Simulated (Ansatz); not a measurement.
# Pb (Fm-3m) in Ansatz: a series of runs

One crystal, Pb, is run at these levels: PBE; tasks: single point.

Program: Ansatz 0.2.0. These are calculated values, not measurements. Logs are shortened: lines on timing, memory, paths and dates and some standing lists are left out, and cuts for length are marked.

## (1) The crystal as given

Symmetry: Fm-3m, No. 225, cubic system. Conventional cell: a = 4.950 Å, b = 4.950 Å, c = 4.950 Å, α = 90.00°, β = 90.00°, γ = 90.00°. Pb (site symmetry m-3m) has 12 Pb at 3.50 Å as nearest neighbours.

## (2) Single point, PBE

input.yaml

```yaml
crystal:
  lattice:
    - [0.0, 2.47502, 2.47502]
    - [2.47502, 0.0, 2.47502]
    - [2.47502, 2.47502, 0.0]
  atoms:
    - { symbol: Pb, position: [0.0, 0.0, 0.0] }
hamiltonian:
  xc: pbe
  pseudopotentials: { kind: paw }
kpoints:
  mp_grid: { grid: [9, 9, 9] }
scf:
  occupations: { method: gaussian, width: 0.023 }
output:
  forces: true
  stress: true
  eigenvalues: true
  write_density: true
  write_potential: true
  elf: true
  volumetric_format: npy
```

Potentials or basis: Ansatz PAW.

Started as:

```
$ ansatz run input.yaml --threads 2 --pin off --max-ram 5632MiB --backend cpu --events-out ev --progress --plain --runs-dir out
```

Output:

```text
Warning: RAYON_NUM_THREADS=2 ignored (pool sized by the plan → 2); use --threads N
Engine: ansatz 0.2.0, aarch64-unknown-linux-gnu
Pseudopotentials: kind: paw
Pseudopotential: Pb, paw, valence charge 14, recommended cutoff 420 eV (normal), Pb.paw.azcp
Functional definition: PBE
  parameter kappa = 0.804
  parameter beta = 0.06672455060314922
  exchange = pbe_x(kappa = kappa, mu = beta*pi^2/3)
  correlation = pbe_c(beta = beta)
Crystal: 1 atoms, lattice volume = 30.323 Å³
Basis set: ecut = 420 eV, 609 PW (Γ), exchange–correlation on 48×48×48 points (8 copies of the dense FFT grid, shifted against one another)
Bands: 11, of which v1, the nominal top of the filled ones, is band 7 counted from 1 (6 counted from 0)
Symmetry: 48 space group operations
Space group: Fm-3m (ITA 225), of the structure as read, at distance tolerance 3.1e-5 Å
k-points: 35 of 729
Non-local potential: Pb, projectors of the file, l = 0: 2, l = 1: 2, l = 2: 2, l = 3: 2
PAW form: soft (Blöchl's): semilocal exchange-correlation on the pseudo side does not see the compensation charge
PAW one-centre angular grid: Pb, 590 points (default); XC on 64 Gauss nodes
Initial density: superposition of atomic densities (neutral atoms: chi_scale 0, normalization atom), corrected by the library's trained network
Initial wavefunctions: pseudopotential atomic-orbital guess
Functional: x = pbe(κ = 0.804, μ = 0.2195149727645171), c = pbe(β = 0.06672455060314922)
SCF iter   1: F=—  HF=-11906.419446 eV  |F-HF|=—  |Δ(HF+E_count)|=         —  Δρ=4.30e-4  dr2=2.45e-5  ethr=1.77e-3  ⟨swp⟩=6.0  Hψ=2553  notcnv=0
preconditioner: auto → none  [insulator: Δε(μ)=0.230 eV  Ē_g=19.961 eV  σ=0.023 eV  W_gap=0.54  n_scr=8 (ndim 8)  ℏωp=25.2 eV  f_vac=0.000  D(μ)=1.61/eV (n_scr^D=14)  ε∞_Penn≈2.6]
SCF iter   2: F=—  HF=-11906.419116 eV  |F-HF|=—  |Δ(HF+E_count)|=   3.30e-4  Δρ=3.61e-4  dr2=2.22e-5  ethr=1.75e-7  ⟨swp⟩=3.6  Hψ=1241  notcnv=0  defer=6
SCF iter   3: F=—  HF=-11906.419121 eV  |F-HF|=—  |Δ(HF+E_count)|=   4.46e-6  Δρ=1.13e-4  dr2=1.41e-6  ethr=1.59e-7  ⟨swp⟩=2.1  Hψ=604  notcnv=0  defer=6
SCF iter   4: F=—  HF=-11906.419124 eV  |F-HF|=—  |Δ(HF+E_count)|=   3.32e-6  Δρ=2.99e-5  dr2=1.84e-7  ethr=1.01e-8  ⟨swp⟩=2.7  Hψ=559  notcnv=0  defer=6
iter 5 did not close the SCF: its close was put off for the readings that it lacked (scf_convergence_deferred on its scf_iter line)
SCF iter   5: F=-11906.419124 eV  HF=-11906.419124 eV  |F-HF|=2.89e-8  |Δ(HF+E_count)|=   1.99e-7  Δρ=8.15e-6  dr2=2.43e-8  ethr=1.32e-9  ⟨swp⟩=2.8  Hψ=602  notcnv=0  defer=6
SCF iter   6: F=-11906.419124 eV  HF=-11906.419124 eV  |F-HF|=3.53e-9  |Δ(HF+E_count)|=   1.03e-8  Δρ=2.75e-6  dr2=2.64e-9  ethr=1.74e-10  ⟨swp⟩=6.7  Hψ=2374  notcnv=0
SCF 1 converged in 6 iterations: F = -11906.419124 eV  dr2 = 2.64e-9
SCF converged after 6 iterations
Free energy (F): -11906.419124 eV
Harris-Foulkes:  -11906.419124 eV  (|F-HF|=3.53e-9)
Internal energy: -11906.418699 eV  (E = F + TS)
E sigma→0 (E₀):  -11906.418912 eV
Entropy (-TS):   -0.000425 eV (-0.425 meV/atom)
Fermi energy:    10.826869 eV
--- Per-component energies (eV) ---
  E_band       = -36.795425
  E_kinetic    = 289.072108
  E_local      = -1015.045889  (includes V_loc(G=0)·N_el)
  E_nonlocal   = 349.560548
  E_hartree    = 403.494141
  E_xc         = -220.887473
  E_vxc        = -132.643149  (∫ρ·V_xc dr)
  E_paw        = -10405.552432  (= ΣΔE_a)
  E_vpaw       = -334.725311  (= ΣTr[D̂ρ^β])
  E_aug_tail   = 0.000051  (compensation charges beyond the density's cutoff)
  E_ewald      = -1307.059754
  E_smearing   = -0.000425  (= −TS)
  E_closure    = -0.000000  (closes the sum)
  Σ components = -11906.419124   (vs F -11906.419124, Δ=0.00e0)
--- Forces (eV/Å), atoms counted from 1 ---
  atom   1  Pb     0.00000000     0.00000000     0.00000000
  max |Σ_I F_I| component: 1.23e-31 eV/Å
--- Stress (GPa, compression-positive) ---
        2.248688      -0.000000      -0.000000
       -0.000000       2.248688       0.000000
        0.000000      -0.000000       2.248688
  P = ⅓ Tr σ = 2.2487 GPa (22.487 kbar)
--- Band table (eV; the first three rows and the last of 35) ---
  k-point 0: bands = ["-6.1176", "-6.1176", "-6.1176", "-5.9773", "-5.9773", "-0.7829", "18.3848", "18.3848", "18.3848", "20.7165", "22.3108"]
  k-point 1: bands = ["-6.1181", "-6.1011", "-6.1011", "-5.9774", "-5.9774", "-0.5449", "16.0159", "18.1021", "18.1021", "20.3283", "23.2780"]
  k-point 2: bands = ["-6.1233", "-6.0816", "-6.0816", "-5.9548", "-5.9548", "0.1674", "12.5490", "17.5021", "17.5021", "19.9881", "22.8117"]
  k-point 34: bands = ["-6.1096", "-6.0959", "-6.0149", "-5.9243", "-5.8197", "4.1668", "9.1485", "10.0948", "11.7467", "21.2542", "22.3277"]
```

It took 0.71 s on 2 threads of Arm Neoverse V1, shared host; peak memory 0.27 GiB.

Results:

- Free energy: -11906.4191 eV
- Pressure: 2.2 GPa
- Band gap on the k mesh: none (metal or under the smearing width)

The run has no spin-orbit coupling, so splittings on Pb are missing.

## (3) Single point, PBE

Edit input.yaml of step 2 so:

```diff
@@ -13,3 +13,3 @@
 scf:
-  occupations: { method: gaussian, width: 0.023 }
+  occupations: { method: gaussian, width: 0.024 }
 output:
@@ -18,5 +18 @@
   eigenvalues: true
-  write_density: true
-  write_potential: true
-  elf: true
-  volumetric_format: npy
```

Potentials or basis: Ansatz PAW.

Started as:

```
$ ansatz run input.yaml --threads 2 --pin off --max-ram 5632MiB --backend cpu --events-out ev --progress --plain --runs-dir out
```

Run time: 0.56 s. Hardware: 2 threads of Arm Neoverse V1, shared host; peak memory 0.27 GiB.

It converged, with:

| Item | Value |
| --- | --- |
| Free energy | -11906.4191 eV |
| Pressure | 2.2 GPa |
| Band gap on the k mesh | none (metal or under the smearing width) |

Levels at points of the mesh, in eV from the Fermi level:
| k point | band 4 | band 5 | band 6 | band 7 | band 8 | band 9 | band 10 | band 11 |
| --- | --- | --- | --- | --- | --- | --- | --- | --- |
| (0.00, 0.00, 0.00) | -16.80 | -16.80 | -11.61 | 7.56 | 7.56 | 7.56 | 9.89 | 11.48 |

Spin-orbit coupling is left out, which matters for the levels of Pb.
